How well pure magnesium sulfide can emit light across its own band gap depends on where its lowest empty level lies. If that level sits at the same wave vector as the highest filled one, electrons and holes can recombine directly into light. If it sits elsewhere, a lattice vibration or a defect must supply the difference in momentum, and both emission and absorption at the band edge are weak. In this calculation the direct gap at Γ, the centre of the Brillouin zone, is 4.51 eV, but the least gap is 3.43 eV and leads from Γ to X. Without added light-emitting ions, the material therefore starts at a disadvantage as an emitter.

Kohn–Sham levels of MgS (Fm-3m, 2-atom cell) at selected points along the path Γ–X–U, K–Γ–L–W–X, computed with Ansatz 0.2.0 using scalar-relativistic DFT with the r2SCAN functional, plane waves and PAW. The calculation is not spin-polarized and uses a 500 eV wave cutoff, an 8×8×8 k mesh and Gaussian smearing of 0.02 eV.

```tsv
row	band distance (1/Å)	level b1 from the Fermi level (eV)	level a1 from the Fermi level (eV)	level a2 from the Fermi level (eV)
1	0.000	-1.715	2.797	6.778
2	0.343	-2.122	4.108	5.647
3	0.686	-2.860	3.459	4.162
4	1.030	-3.341	1.928	3.343
5	1.262	-3.398	1.760	3.288
6	1.383	-3.344	2.048	3.703
7	1.505	-3.237	2.423	4.527
8	1.626	-3.085	2.821	5.580
9	1.899	-2.628	3.899	6.961
10	2.263	-2.033	5.169	6.188
11	2.627	-1.755	3.675	6.319
12	2.975	-1.724	2.883	6.737
13	3.272	-1.908	3.888	6.616
14	3.569	-2.168	3.763	6.253
15	3.866	-2.313	3.488	5.780
16	4.123	-2.415	3.916	5.326
17	4.365	-2.861	4.477	5.020
18	4.608	-3.614	4.158	6.081
19	4.833	-4.009	4.089	6.453
20	5.005	-3.862	3.221	4.964
21	5.176	-3.600	2.252	3.825
22	5.348	-3.414	1.738	3.263
```

Level a1 is the lowest empty level, a2 the next one up and b1 the highest filled one. The zero of energy lies in the middle of the gap, so only differences between levels carry meaning. The band distance is the length travelled along the path, which starts at Γ and returns there between rows 11 and 12. X itself falls between the listed rows; on the finer path of the same run a1 is 1.715 eV there, 1.08 eV below its value at Γ.

**The pattern and the rows that break it**

Close to Γ, a1 behaves like the band of a light electron. An empty s-like state has its lowest energy when neighbouring cells are in phase, and it rises as the wave vector k puts them out of phase. For s-like orbitals on a face-centred cubic lattice with coupling between nearest neighbours only, the energy from Γ towards X is

E = E(Γ) + 2t (1 − cos θ), with θ = πk/k(X).

Here k(X) = π/2.615 Å = 1.20 Å⁻¹ is the distance from Γ to X, and t is four times the strength of the coupling between two neighbouring orbitals. The value of t, about 2.27 eV, comes from the first small rise in row 12, towards L; close to Γ the model rises equally in all directions.

Row 3, which had no part in setting t, shows the size of the break. At k = 0.686 Å⁻¹ the cosine is −0.22, so the smooth band should stand 2 × 2.27 × 1.22 ≈ 5.5 eV above Γ, at about 8.3 eV. The computed a1 is 3.459 eV, almost 5 eV lower. In row 2 the shortfall is only 0.4 eV, but in row 4 it reaches 9.5 eV. So large a difference is hard to explain as a small correction to the s-like band. It suggests that by row 4 a1 is mainly a different state from the one near Γ, though not necessarily one without s character.

**Where the missing band went**

The finer path offers a likely continuation of the s-like band, higher up. In rows 3 and 4 the smooth curve passes only about 0.4 and 0.8 eV above another empty level, which lies higher than a2 and outside the table. The state found near Γ thus appears to continue upwards roughly as the first rise suggests, but in a higher level. In the lowest empty level its place seems to be taken by a state that comes down from above.

The exchange can be followed in the fourteen equal steps from Γ to X. Between steps 4 and 5, a1 still rises by 0.31 eV while the upper level falls by 0.39 eV. Between steps 6 and 7 the directions are reversed: a1 falls by 0.39 eV and the upper level rises by 0.46 eV. The two levels approach, turn and part, as in an avoided crossing.

The likely cause is the standard repulsion between states of the same symmetry. Two such states can mix, and mixing pushes the lower one down and the upper one up, so along a line like this one they do not normally meet. The character of each state passes gradually to the other level. In this picture a1 is one continuous band from Γ to X, but the kind of state it describes changes on the way. The energies show the turn, not the change of character itself.

Level a2 provides a useful comparison. It comes within 0.5 eV of a1 near the turn, yet it keeps falling, by 0.41 eV between steps 4 and 5 and by 0.36 eV between steps 6 and 7. If a2 were pressing a1 down, it should itself be pushed up there. Its steady descent suggests that it has a different symmetry along this line, which would forbid it to mix with a1.

**How strong the repulsion is**

For two mixing states the separation of the resulting levels follows

separation² = δ² + 4V²,

where δ is their separation without mixing and V is the coupling. With δ taken as linear in cos θ and V as constant, the separations in rows 2 to 4 fix the model completely. It puts the closest approach at 2.3 eV, hence V ≈ 1.2 eV. At three points outside those rows, step 5, step 10 and X, it reproduces separations between 2.3 and 9.6 eV to within 0.2 eV, as the printed output shows. That supports the picture of two levels but does not identify their orbitals.

The fit does not tell how much of the drop at X is due to mixing. With a constant V, mixing lowers a1 at X by roughly V² divided by the separation, which is of the order of 0.1 eV and small beside the 1.08 eV by which X lies below Γ. But cubic symmetry can forbid the mixing at Γ itself. A coupling that starts from zero there and grows in proportion to 1 − cos θ describes the same separations equally well, because separation² is a quadratic function of cos θ in both cases. The coupling at X is then much stronger, and mixing lowers a1 there by an amount comparable with the whole 1.08 eV. Whether X lies below Γ because the second state descends so far by itself, or because mixing pushes it down, thus stays open.

Why the second state descends is less certain. With d-like lobes, neighbours in phase can be antibonding, and the change of phase towards X can then lower the energy instead of raising it. But the density of states from this run, split by orbital, speaks against a mainly d-like state. In the energy range below the Γ level where only the valleys at X contribute, the magnesium 3s orbital carries about 70–90% of the total. A spread-out state, close to a free electron wave folded back into the zone, could also descend towards X, and it could overlap strongly with the broad 3s orbital.

The large 3s share also limits what can have been exchanged. Each cell has only one magnesium 3s orbital, and at X most of it belongs to a1, so it cannot be what has moved to the upper level. The picture of two levels therefore needs the s-like state near Γ to be centred largely on sulfur or spread between the atoms, which has not been checked here. If that state is mainly magnesium 3s as well, the exchange fits badly, and a single s band with couplings beyond nearest neighbours becomes the more natural reading of a1.

**The other directions and the practical reading**

The smooth band also fails towards K and L. It lies 2.4 eV too high in row 10, towards K, and 0.8 eV too high in row 13, towards L. A similar exchange of character is plausible there, but the upper levels have not been followed in those directions.

For a similar crystal, the useful question is how far a descending state reaches at the zone boundary compared with the s-like level at Γ. The curvature at Γ alone cannot answer it. In MgS, electrons that have lost their excess energy would collect in the valleys at X, so the light mass seen at Γ is the wrong one for estimating their transport. The gap itself should not be used to set a cut-off wavelength, because gaps from this kind of functional usually fall below measured ones. All of this holds for the cubic cell used here, which was relaxed only within its starting symmetry; the run does not test whether another form of MgS is more stable.

The analysis program printed:

```
smooth s band less computed a1, row 11 towards K (eV): 0.221
smooth s band less computed a1, row 10 towards K (eV): 2.366
smooth s band less computed a1, row 13 towards L (eV): 0.8352
smooth s band less computed a1, row 2 towards X (eV): 0.3944
smooth s band less computed a1, row 3 towards X (eV): 4.877
smooth s band less computed a1, row 4 towards X (eV): 9.492
smooth s band less upper partner, row 3 (eV): 0.4231
smooth s band less upper partner, row 4 (eV): 0.7543
two-level model, least separation of a1 and partner (eV): 2.318
two-level model, coupling as half of that (eV): 1.159
two-level model, distance of the crossing from Gamma (1/angstrom): 0.4687
computed separation at path step 5 of 14 (eV): 2.334
model less computed separation, step 5 (eV): 0.07355
model less computed separation, step 10 (eV): 0.1239
model less computed separation, X itself (eV): -0.1752
change of a1 from step 4 to 5 (eV): 0.305
change of a1 from step 6 to 7 (eV): -0.392
change of upper partner from step 4 to 5 (eV): -0.385
change of upper partner from step 6 to 7 (eV): 0.461
change of a2 from step 4 to 5 (eV): -0.41
change of a2 from step 6 to 7 (eV): -0.361
direct gap at Gamma (eV): 4.512
lowest empty level at X below that at Gamma (eV): 1.082
```
